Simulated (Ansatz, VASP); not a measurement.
Al in VASP and in Ansatz

```
Al
1.0
     4.54618    0.00000    0.00000
    -2.27309    3.93711    0.00000
     0.00000    0.00000    2.75368
Al
2
Direct
  0.33333 0.66667 0.50000
  0.66667 0.33333 0.50000
```

The cell was built by a generator and needn't be a form met in nature.

Alike in both runs: task single point; functional PBE; k mesh 15 × 15 × 20; occupations gaussian, width 0.1 eV; no spin polarisation.

```csv
,VASP,Ansatz
version,VASP 6.6.1,Ansatz 0.2.0
potentials or method,"VASP PAW PBE potentials, release 64 (Al)","scalar-relativistic, plane waves, PAW"
plane-wave cutoff (eV),520,420
valence electrons in the cell,6,6
```

```tsv
	VASP	Ansatz	Ansatz less VASP
gap on the k mesh at the Fermi level (eV)	none	none	-
pressure (GPa)	0.0	0.0	+0.02
```

A gap of «none» marks a metal or a gap that the smearing closes.
